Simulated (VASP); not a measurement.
# Al, self-consistent run: which settings are enough?

Al, Fm-3m (no. 225), 1 atom in the cell. AM05; PAW potentials Al (PBE set). VASP 6.6.1.

Wanted: energy within 0.2 meV/atom; Fermi level within 0.005 eV.

What the run is for: comparing ways to start; Accuracy asked: tight.

POSCAR:
```
Al
1.0
    0.0000000000      2.0248050000      2.0248050000
    2.0248050000      0.0000000000      2.0248050000
    2.0248050000      2.0248050000      0.0000000000
Al
1
Direct
    0.0000000000      0.0000000000      0.0000000000
```

## How the run starts (with a second run first, the time holds both)

| How the run starts (with a second run first, the time holds both) | Energy less reference (meV/atom) | Fermi level (eV) | Time (s) |
|---|---|---|---|
| from scratch: 10 SCF iterations | 0.00 | 7.8637 | 3.2 |
| density of a coarse mesh (ICHARG 1): 10 + 8 SCF iterations | 0.00 | 7.8637 | 4.5 |
| orbitals of a lower cutoff (ISTART 1): 10 + 5 SCF iterations | 0.00 | 7.8637 | 3.7 |
| orbitals of a loose run: 8 + 2 SCF iterations | 0.00 | 7.8637 | 2.8 |

Chosen: orbitals of a loose run: 8 + 2 SCF iterations; it saves 0.4 s of 3.2, so from scratch: 10 SCF iterations would do nearly as well.

## All choices together

| Input | Energy less reference (meV/atom) | Fermi level (eV) | Time (s) |
|---|---|---|---|
| chosen settings | 0.00 | 7.8637 | 2.8 |
| reference settings throughout | 0.00 | 7.8637 | 3.2 |

The tolerance is met.

## The input

INCAR.step1:
```
  ALGO = Normal
  EDIFF = 0.001
  ENCUT = 400
  GGA = AM
  GGA_COMPAT = False
  ISIF = 2
  ISMEAR = 1
  LASPH = True
  LCHARG = True
  LREAL = False
  LWAVE = True
  NELM = 120
  PREC = Normal
  SIGMA = 0.1
```

INCAR.step2:
```
  ALGO = Normal
  EDIFF = 1E-6
  ENCUT = 400
  GGA = AM
  GGA_COMPAT = False
  ISIF = 2
  ISMEAR = 1
  ISTART = 1
  LASPH = True
  LCHARG = False
  LREAL = False
  LWAVE = False
  NELM = 120
  PREC = Accurate
  SIGMA = 0.1
```

KPOINTS:
```
k-points
0
Gamma
  14 14 14
```

Commands (each step's output is kept before the next begins):
```
cat potpaw_PBE.64/Al/POTCAR > POTCAR
cp INCAR.step1 INCAR
mpirun -np 1 vasp_std > vasp.out
cp INCAR.step2 INCAR
mpirun -np 1 vasp_std > vasp.out
```

The chosen input took VASP 6.6.1 2.8 s on 1 core (Intel Xeon Platinum 8488C (Sapphire Rapids)), a shared host.

## An input that fails: restart asked without its files

VASP's message: ERROR: charge density could not be read from file CHGCAR for ICHARG>10.

Changes against the starting input:
```
- NELM = 120
+ NELM = 60
+ ICHARG = 11
```
